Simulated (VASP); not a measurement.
# SnO2 (Cassiterite) (P4_2/mnm) in VASP: notebook

Aim: see how the results for SnO2 (Cassiterite) move with the level of theory and the settings. Levels: PBE, AM05, r2SCAN. Tasks: relaxation of cell and atoms.

All numbers are computed with VASP 6.6.1; they aren't measurements. Logs are shortened: lines on timing, memory, paths and dates and some standing lists are left out, and cuts for length are marked.

## Step 1: The structure

The structure is tetragonal, space group P4_2/mnm (No. 136). Conventional cell: a = 4.830 Å, b = 4.830 Å, c = 3.243 Å, α = 90.00°, β = 90.00°, γ = 90.00°. Around Sn (site symmetry mmm) lie 6 O at 2.09 Å. Around O (site symmetry m2m) lie 3 Sn at 2.09 Å.

## Step 2: Relaxation of cell and atoms, PBE

Input file INCAR:

```
ALGO = Normal
EDIFF = 1E-7
EDIFFG = -0.005
ENCUT = 600
GGA = PE
IBRION = 2
ISIF = 3
ISMEAR = 0
KPAR = 2
LASPH = T
LCHARG = F
LREAL = F
LWAVE = F
NELM = 80
NSW = 90
PREC = Accurate
SIGMA = 0.03
```

Input file KPOINTS:

```
k-points
0
Gamma
  6 6 8
```

Input file POSCAR:

```
SnO2                                    
1.0
    4.8303407069     -0.0000000000      0.0000000000
   -0.0000000000      4.8303407069      0.0000000000
    0.0000000000      0.0000000000      3.2432759979
  Sn              O             
     2     4
Direct
     0.0000000000000000    0.0000000000000000    0.0000000000000000
     0.5000000000000000    0.5000000000000000    0.5000000000000000
     0.3065777030145376    0.3065777030145376    0.0000000000000000
     0.1934222969854624    0.8065777030145378    0.5000000000000000
     0.6934222969854622    0.6934222969854622    0.0000000000000000
     0.8065777030145378    0.1934222969854624    0.5000000000000000
```

Potentials or basis: VASP PAW PBE potentials, release 64 (Sn_d, O).

Launch:

```
> cat potpaw_PBE.64/Sn_d/POTCAR potpaw_PBE.64/O/POTCAR > POTCAR
> mpirun -np 2 vasp_std > vasp.out
```

OUTCAR:

```text
EDIFF = 1E-7
   EDIFFG = -0.005
   ENCUT = 600
   GGA = PE
   IBRION = 2
   ISIF = 3
   ISMEAR = 0
   LASPH = T
   LREAL = F
   NELM = 80
   NSW = 90
   PREC = Accurate

 ion  position               nearest neighbor table
   1  0.000  0.000  0.000-   4 2.09   6 2.09   4 2.09   6 2.09   5 2.09   3 2.09
   2  0.500  0.500  0.500-   3 2.09   5 2.09   3 2.09   5 2.09   4 2.09   6 2.09
   3  0.307  0.307  0.000-   2 2.09   2 2.09   1 2.09
   4  0.193  0.807  0.500-   1 2.09   1 2.09   2 2.09
   5  0.693  0.693  0.000-   2 2.09   2 2.09   1 2.09
   6  0.807  0.193  0.500-   1 2.09   1 2.09   2 2.09

  LATTYP: Found a simple tetragonal cell.
 ALAT       =     4.8303407069
 C/A-ratio  =     0.6714383508

  Lattice vectors:

 A1 = (   4.8303407069,   0.0000000000,   0.0000000000)
 A2 = (   0.0000000000,   4.8303407069,   0.0000000000)
 A3 = (   0.0000000000,   0.0000000000,   3.2432759979)

Analysis of symmetry for initial positions (statically):
=====================================================================
 Subroutine PRICEL returns:
 Original cell was already a primitive cell.

 Routine SETGRP: Setting up the symmetry group for a
 simple tetragonal supercell.

 Subroutine GETGRP returns: Found 16 space group operations
 (whereof  8 operations were pure point group operations)
 out of a pool of 16 trial point group operations.

The static configuration has the point symmetry D_2h.
 The point group associated with its full space group is D_4h.

Analysis of symmetry for dynamics (positions and initial velocities):
=====================================================================
 Subroutine PRICEL returns:
 Original cell was already a primitive cell.

 Routine SETGRP: Setting up the symmetry group for a
 simple tetragonal supercell.

 Subroutine GETGRP returns: Found 16 space group operations
 (whereof  8 operations were pure point group operations)
 out of a pool of 16 trial point group operations.

The dynamic configuration has the point symmetry D_2h.
 The point group associated with its full space group is D_4h.

 Subroutine INISYM returns: Found 16 space group operations
 (whereof  8 operations are pure point group operations),
 and found     1 'primitive' translations

----------------------------------------------------------------------------------------

                                     Primitive cell

  volume of cell :      75.6727

  direct lattice vectors                    reciprocal lattice vectors
     4.830340707  0.000000000  0.000000000     0.207024734  0.000000000  0.000000000
     0.000000000  4.830340707  0.000000000     0.000000000  0.207024734  0.000000000
     0.000000000  0.000000000  3.243275998     0.000000000  0.000000000  0.308330219

  length of vectors
     4.830340707  4.830340707  3.243275998     0.207024734  0.207024734  0.308330219

  position of ions in fractional coordinates (direct lattice)
     0.000000000  0.000000000  0.000000000
     0.500000000  0.500000000  0.500000000
     0.306577703  0.306577703  0.000000000
     0.193422297  0.806577703  0.500000000
     0.693422297  0.693422297  0.000000000
     0.806577703  0.193422297  0.500000000

  ion indices of the primitive-cell ions
   primitive index   ion index
                 1           1
                 2           2
                 3           3
                 4           4
                 5           5
                 6           6

----------------------------------------------------------------------------------------

 KPOINTS: k-points

Automatic generation of k-mesh.
 Grid dimensions read from file:
 generate k-points for:    6    6    8

 Generating k-lattice:

  Cartesian coordinates                     Fractional coordinates (reciprocal lattice)
     0.034504122  0.000000000  0.000000000     0.166666667  0.000000000  0.000000000
     0.000000000  0.034504122  0.000000000     0.000000000  0.166666667  0.000000000
     0.000000000  0.000000000  0.038541277     0.000000000  0.000000000  0.125000000

  Length of vectors
     0.034504122  0.034504122  0.038541277

  Shift w.r.t. Gamma in fractional coordinates (k-lattice)
     0.000000000  0.000000000  0.000000000

 Subroutine IBZKPT returns following result:
 ===========================================

 Found     50 irreducible k-points:

 Following reciprocal coordinates:
            Coordinates               Weight
  0.000000  0.000000  0.000000      1.000000
  0.166667  0.000000  0.000000      4.000000
  0.333333  0.000000  0.000000      4.000000
  0.500000  0.000000  0.000000      2.000000
  0.166667  0.166667  0.000000      4.000000
  0.333333  0.166667  0.000000      8.000000
[... 16 lines left out ...]
  0.333333  0.000000  0.250000      8.000000
  0.500000  0.000000  0.250000      4.000000
 [... further k-points ...]
   k-points           NKPTS =     50   k-points in BZ     NKDIM =     50   number of bands    NBANDS=     31
   number of dos      NEDOS =    301   number of ions     NIONS =      6
   total plane-waves  NPLWV =  44800
   dimension x,y,z NGX =    40 NGY =   40 NGZ =   28
   dimension x,y,z NGXF=    80 NGYF=   80 NGZF=   56
   ions per type =               2   4
   NGX,Y,Z   is equivalent  to a cutoff of  13.77, 13.77, 14.35 a.u.
   NGXF,Y,Z  is equivalent  to a cutoff of  27.53, 27.53, 28.70 a.u.
 SYSTEM =  unknown system
   PREC   = accura    normal or accurate (medium, high low for compatibility)
   ISTART =      0    job   : 0-new  1-cont  2-samecut
   ICHARG =      2    charge: 1-file 2-atom 10-const
   ISPIN  =      1    spin polarized calculation?
   LNONCOLLINEAR =      F non collinear calculations
   LSORBIT =      F    spin-orbit coupling
   LASPH  =      T    aspherical Exc in radial PAW
   ENCUT  =  600.0 eV  44.10 Ry    6.64 a.u.   9.65  9.65  6.48*2*pi/ulx,y,z
   NELM   =     80;   NELMIN=  2; NELMDL= -5     # of ELM steps
   EDIFF  = 0.1E-06   stopping-criterion for ELM
   LREAL  =      F    real-space projection
   EDIFFG = -.5E-02   stopping-criterion for IOM
   NSW    =     90    number of steps for IOM
   IBRION =      2    ionic relax: 0-MD 1-quasi-New 2-CG
   NFREE  =      1    steps in history (QN), initial steepest desc. (CG)
   ISIF   =      3    stress and relaxation
   ISYM   =      2    0-nonsym 1-usesym 2-fastsym
   POTIM  = 0.5000    time-step for ionic-motion
   TEBEG  =    0.0;   TEEND  =   0.0 temperature during run
   PSTRESS=    0.0 pullay stress
   NELECT =      52.0000    total number of electrons
   NUPDOWN=      -1.0000    fix difference up-down
   EMIN   =  10.00;   EMAX   =-10.00  energy-range for DOS
   EFERMI =   0.00;   METHOD = LEGACY
   ISMEAR =     0;   SIGMA  =   0.03  broadening in eV -4-tet -1-fermi 0-gaus
   EFERMI_NEDOS =   21; number of points for ismear=-14 and -15
   IALGO  =     38    algorithm
   IMIX   =      4    mixing-type and parameters
     AMIX     =   0.40;   BMIX     =  1.00
     AMIX_MAG =   1.60;   BMIX_MAG =  1.00
  volume/ion in A,a.u.               =      12.61        85.11
  Fermi-wavevector in a.u.,A,eV,Ry     =   1.444651  2.729994 28.395565  2.087015
  Thomas-Fermi vector in A             =   2.562921
   LORBIT       =      0    0 simple, 1 ext, 2 COOP (PROOUT), +10 PAW based schemes
   GGA     = PE    functional components
   LHFCALC =     F    Hartree Fock is set to
   AEXX    =    0.0000 exact exchange contribution
   IVDW    =     0    specifies the selected vdW correction
   LEPSILON=     F    determine dielectric tensor
   LRPA    =     F    only Hartree local field effects (RPA)
 conjugate gradient relaxation of ions
 non-spin polarized calculation
 Gauss-broadening in eV      SIGMA  =   0.03
  energy-cutoff  :      600.00
  volume of cell :       75.67
 maximum number of plane-waves:      2557
 NGX is ok and might be reduce to    40
   NGX = 19   NGY = 19   NGZ = 13

--------------------------------------- Ionic step        1  -------------------------------------------

 number of electron      52.0000001 magnetization

 Free energy of the ion-electron system (eV)
  ---------------------------------------------------
  ext. energy  EPLUGINS =         0.00000000
  ---------------------------------------------------
  free energy    TOTEN  =       -37.32096315 eV

  energy without entropy =      -37.32096315  energy(sigma->0) =      -37.32096315

------------------------ aborting loop because EDIFF is reached ----------------------------------------

  FORCE on cell =-STRESS in cart. coord.  units (eV):
  Direction    XX          YY          ZZ          XY          YZ          ZX
  --------------------------------------------------------------------------------------
  -------------------------------------------------------------------------------------
  Total       -0.0422720     -0.0422720     -0.0785031      0.0000000      0.0000000      0.0000000
  in kB       -0.8950028     -0.8950028     -1.6621026      0.0000000      0.0000000      0.0000000
  external PRESSURE =      -1.1507027 kB  Pullay stress =       0.0000000 kB
[... 65 lines left out ...]
  energy  without entropy=      -37.3209690758  energy(sigma->0) =      -37.32096908

--------------------------------------- Ionic step        3  -------------------------------------------

 number of electron      52.0000001 magnetization

 Free energy of the ion-electron system (eV)
  ---------------------------------------------------
  ext. energy  EPLUGINS =         0.00000000
  ---------------------------------------------------
  free energy    TOTEN  =       -37.32098612 eV

  energy without entropy =      -37.32098612  energy(sigma->0) =      -37.32098612

 E-fermi :   5.7135     XC(G=0): -10.9655

 val. band max:        5.5067084096   @ k =   0.0000   0.0000   0.0000
 cond. band min:       6.1502272376   @ k =   0.0000   0.0000   0.0000
 fundamental gap:      0.6435188280
 Fermi energy:         5.7135427868

 k-point     1 :       0.0000    0.0000    0.0000
  band No.  band energies     occupation
      1     -15.5253      2.00000
      2     -14.8644      2.00000
      3     -14.6759      2.00000
      4     -14.6483      2.00000
      5     -14.6483      2.00000
      6     -14.5842      2.00000
[... 805 lines left out ...]
     30      13.8852      0.00000
     31      14.5306      0.00000

 [... further k-points ...]
[... 5 lines left out ...]
  --------------------------------------------------------------------------------------
  -------------------------------------------------------------------------------------
  Total        0.0087948      0.0087948      0.0046362     -0.0000000      0.0000000      0.0000000
  in kB        0.1863410      0.1863410      0.0982313     -0.0000000      0.0000000      0.0000000
  external PRESSURE =       0.1569711 kB  Pullay stress =       0.0000000 kB
[... 21 lines left out ...]
  FREE ENERGIE OF THE ION-ELECTRON SYSTEM (eV)
  ---------------------------------------------------
  free  energy   TOTEN  =       -37.3209861243 eV

  energy  without entropy=      -37.3209861243  energy(sigma->0) =      -37.32098612

 reached required accuracy - stopping structural energy minimisation
```

Run time: 70 s. Hardware: 2 MPI ranks of Intel Xeon 6975P-C (Granite Rapids), shared host; peak memory 0.27 GiB.

Results:

| Item | Value |
| --- | --- |
| Free energy | -37.3210 eV |
| Relaxed volume | 12.60 Å³/atom |
| Relaxed cell | a = 4.829 Å, b = 4.829 Å, c = 3.242 Å, α = 90.00°, β = 90.00°, γ = 90.00° |
| Space group after relaxing (to 0.05 Å) | P4_2/mnm (No. 136) |
| Energy gained by relaxing | 0.0 meV/atom |
| Ionic steps | 3 |
| Pressure after relaxing | 0.0 GPa |
| Largest force after relaxing | 0.005 eV/Å |
| Band gap on the k mesh | 0.64 eV, direct |

Forces on the atoms (eV/Å):
```
Sn   0.000  0.000  0.000
Sn   0.000  0.000  0.000
O   -0.003 -0.003  0.000
O    0.003 -0.003  0.000
O    0.003  0.003  0.000
O   -0.003  0.003  0.000
```

Final structure:
```yaml
crystal:
  lattice:
    - [4.82944, 0.00000, 0.00000]
    - [0.00000, 4.82944, 0.00000]
    - [0.00000, 0.00000, 3.24215]
  atoms:
    - { symbol: Sn, position: [0.00000, 0.00000, 0.00000] }
    - { symbol: Sn, position: [0.50000, 0.50000, 0.50000] }
    - { symbol: O, position: [0.30656, 0.30656, 0.00000] }
    - { symbol: O, position: [0.19344, 0.80656, 0.50000] }
    - { symbol: O, position: [0.69344, 0.69344, 0.00000] }
    - { symbol: O, position: [0.80656, 0.19344, 0.50000] }
```

Levels at points of the mesh, in eV from the valence-band top:
| k point | band 24 | band 25 | band 26 | band 27 | band 28 | band 29 |
| --- | --- | --- | --- | --- | --- | --- |
| (0.00, 0.00, 0.00) | -0.74 | -0.74 | 0.00 | 0.64 | 5.66 | 6.04 |
| (0.50, 0.00, 0.00) | -1.21 | -0.60 | -0.60 | 3.86 | 3.86 | 6.79 |
| (0.50, 0.50, 0.00) | -1.33 | -0.85 | -0.85 | 4.25 | 4.25 | 7.13 |
| (0.00, 0.00, 0.50) | -1.52 | -1.18 | -1.18 | 5.56 | 5.56 | 9.35 |
| (0.50, 0.00, 0.50) | -1.01 | -0.75 | -0.75 | 5.82 | 5.82 | 7.59 |
| (0.50, 0.50, 0.50) | -0.91 | -0.78 | -0.78 | 4.33 | 4.33 | 8.60 |

Caveat: spin-orbit coupling is left out, which moves the levels of the heavy elements.

## Step 3: Relaxation of cell and atoms, AM05

This run uses another cell than the first one, of 11.92 Å³/atom, 0.945 times its volume.

Input file INCAR:

```
SYSTEM = SnO2
PREC = Accurate
ENCUT = 600
EDIFF = 1E-6
ISMEAR = 0
SIGMA = 0.03
LREAL = .FALSE.
LASPH = .TRUE.
NELM = 80
ALGO = Normal
ISIF = 3
LWAVE = .FALSE.
LCHARG = .FALSE.
GGA = AM
IBRION = 2
NSW = 90
EDIFFG = -0.01
KPAR = 2
```

Input file KPOINTS:

```
Automatic mesh
0
G
  6 6 8
  0 0 0
```

Input file POSCAR:

```
SnO2
1.0
    4.7380000000      0.0000000000      0.0000000000
    0.0000000000      4.7380000000      0.0000000000
    0.0000000000      0.0000000000      3.1865000000
Sn O
2 4
Direct
    0.0000000000      0.0000000000      0.0000000000
    0.5000000000      0.5000000000      0.5000000000
    0.3071000000      0.3071000000      0.0000000000
    0.1929000000      0.8071000000      0.5000000000
    0.6929000000      0.6929000000      0.0000000000
    0.8071000000      0.1929000000      0.5000000000
```

Potentials or basis: VASP PAW PBE potentials, release 64 (Sn_d, O).

Launch:

```
> cat potpaw_PBE.64/Sn_d/POTCAR potpaw_PBE.64/O/POTCAR > POTCAR
> mpirun -np 2 vasp_std > vasp.out
```

Wall time 2.1 min (2 MPI ranks of Intel Xeon 6975P-C (Granite Rapids), shared host); peak memory 0.26 GiB.

The run converged. Its results:

```
Free energy                            : -38.4107 eV
Relaxed volume                         : 12.22 Å³/atom
Relaxed cell                           : a = 4.777 Å, b = 4.777 Å, c = 3.214 Å, α = 90.00°, β = 90.00°, γ = 90.00°
Space group after relaxing (to 0.05 Å) : P4_2/mnm (No. 136)
Energy gained by relaxing              : 5.3 meV/atom
Ionic steps                            : 5
Pressure after relaxing                : 0.0 GPa
Largest force after relaxing           : 0.007 eV/Å
Band gap on the k mesh                 : 0.94 eV, direct
```

Forces in eV/Å, atoms in the order of the input:
```
Sn   0.000  0.000  0.000
Sn   0.000  0.000  0.000
O   -0.005 -0.005  0.000
O    0.005 -0.005  0.000
O    0.005  0.005  0.000
O   -0.005  0.005  0.000
```

Stress tensor (GPa, compression positive):
```
 0.11  0.00  0.00
 0.00  0.11  0.00
 0.00  0.00 -0.10
```

The path:
```csv
step,energy change (eV),largest force (eV/Å),pressure (GPa),volume (Å³)
1,0.0000,0.2050,5.42,71.53
2,0.0222,0.2145,-6.20,75.79
3,-0.0316,0.0048,-0.01,73.33
4,-0.0316,0.0086,0.10,73.29
5,-0.0319,0.0066,0.04,73.33
```

Final structure:
```cif
data_structure
_symmetry_space_group_name_H-M 'P 1'
_symmetry_Int_Tables_number 1
_cell_length_a 4.7766
_cell_length_b 4.7766
_cell_length_c 3.2139
_cell_angle_alpha 90.000
_cell_angle_beta 90.000
_cell_angle_gamma 90.000
_cell_volume 73.33
loop_
_atom_site_label
_atom_site_type_symbol
_atom_site_fract_x
_atom_site_fract_y
_atom_site_fract_z
_atom_site_occupancy
Sn1 Sn 0.00000 0.00000 0.00000 1
Sn2 Sn 0.50000 0.50000 0.50000 1
O1 O 0.30643 0.30643 0.00000 1
O2 O 0.19357 0.80642 0.50000 1
O3 O 0.69357 0.69357 0.00000 1
O4 O 0.80642 0.19357 0.50000 1
```

Levels at points of the mesh, in eV from the valence-band top:
```tsv
k point	band 22	band 23	band 24	band 25	band 26	band 27	band 28	band 29	band 30	band 31
(0.00, 0.00, 0.00)	-1.27	-1.27	-0.78	-0.78	0.00	0.94	5.85	6.10	6.10	10.18
(0.50, 0.00, 0.00)	-1.96	-1.23	-1.23	-0.63	-0.63	4.13	4.13	6.86	6.86	10.62
(0.50, 0.50, 0.00)	-1.96	-1.35	-1.35	-0.89	-0.89	4.51	4.51	7.28	7.28	10.67
(0.00, 0.00, 0.50)	-2.65	-1.61	-1.61	-1.24	-1.24	5.83	5.83	9.50	9.50	10.40
(0.50, 0.00, 0.50)	-1.72	-1.07	-1.07	-0.74	-0.74	6.10	6.10	7.76	7.76	10.72
(0.50, 0.50, 0.50)	-2.46	-0.96	-0.96	-0.82	-0.82	4.53	4.53	8.70	8.70	10.73
```

Caveat: the PAW data sets were made with another functional, which shifts forces and pressure a little; spin-orbit coupling is left out, which moves the levels of the heavy elements.

## Step 4: Relaxation of cell and atoms, AM05

This run uses another cell than the first one, of 12.22 Å³/atom, 0.969 times its volume.

INCAR, as its differences from that of step 3:

```diff
@@ -3,3 +3,3 @@
 ENCUT = 600
-EDIFF = 1E-6
+EDIFF = 1E-7
 ISMEAR = 0
@@ -16,3 +16,3 @@
 NSW = 90
-EDIFFG = -0.01
+EDIFFG = -0.005
 KPAR = 2
```

KPOINTS is that of step 3.

Input file POSCAR:

```
SnO2                                    
1.0
    4.7765828550      0.0000000000      0.0000000000
    0.0000000000      4.7765828550      0.0000000000
    0.0000000000      0.0000000000      3.2138777214
  Sn              O             
     2     4
Direct
     0.0000000000000000    0.0000000000000000    0.0000000000000000
     0.5000000000000000    0.5000000000000000    0.5000000000000000
     0.3064250264446741    0.3064250264446741    0.0000000000000000
     0.1935749735553259    0.8064250264446742    0.5000000000000000
     0.6935749735553258    0.6935749735553258    0.0000000000000000
     0.8064250264446742    0.1935749735553259    0.5000000000000000
```

Launch:

```
> cat potpaw_PBE.64/Sn_d/POTCAR potpaw_PBE.64/O/POTCAR > POTCAR
> mpirun -np 2 vasp_std > vasp.out
```

It took 3 min on 2 MPI ranks of Intel Xeon 6975P-C (Granite Rapids), shared host; peak memory 0.26 GiB.

The run converged. Its results:

```yaml
Free_energy: -38.4148 eV
Relaxed_volume: 12.23 Å³/atom
Relaxed_cell: a = 4.779 Å, b = 4.779 Å, c = 3.212 Å, α = 90.00°, β = 90.00°, γ = 90.00°
Space_group_after_relaxing_to_0.05_Å: P4_2/mnm (No. 136)
Energy_gained_by_relaxing: 0.0 meV/atom
Ionic_steps: 5
Pressure_after_relaxing: 0.0 GPa
Band_gap_on_the_k_mesh: 0.94 eV, direct
```

Final structure:
```
Sn O
1.0
     4.77922    0.00000    0.00000
     0.00000    4.77922    0.00000
     0.00000    0.00000    3.21167
Sn O
2 4
Direct
  0.00000 0.00000 0.00000
  0.50000 0.50000 0.50000
  0.30637 0.30637 0.00000
  0.19363 0.80637 0.50000
  0.69363 0.69363 0.00000
  0.80637 0.19363 0.50000
```

Levels at points of the mesh, in eV from the valence-band top:
| k point | band 23 | band 24 | band 25 | band 26 | band 27 | band 28 | band 29 | band 30 |
| --- | --- | --- | --- | --- | --- | --- | --- | --- |
| (0.00, 0.00, 0.00) | -1.27 | -0.78 | -0.78 | 0.00 | 0.94 | 5.86 | 6.11 | 6.11 |
| (0.50, 0.00, 0.00) | -1.23 | -1.23 | -0.63 | -0.63 | 4.12 | 4.12 | 6.87 | 6.87 |
| (0.50, 0.50, 0.00) | -1.35 | -1.35 | -0.89 | -0.89 | 4.52 | 4.52 | 7.29 | 7.29 |
| (0.00, 0.00, 0.50) | -1.61 | -1.61 | -1.24 | -1.24 | 5.83 | 5.83 | 9.49 | 9.49 |
| (0.50, 0.00, 0.50) | -1.07 | -1.07 | -0.74 | -0.74 | 6.10 | 6.10 | 7.75 | 7.75 |
| (0.50, 0.50, 0.50) | -0.96 | -0.96 | -0.82 | -0.82 | 4.53 | 4.53 | 8.70 | 8.70 |

Caveat: the PAW data sets were made with another functional, which shifts forces and pressure a little; spin-orbit coupling is left out, which moves the levels of the heavy elements.

(Part 1 of 2 ends here.)
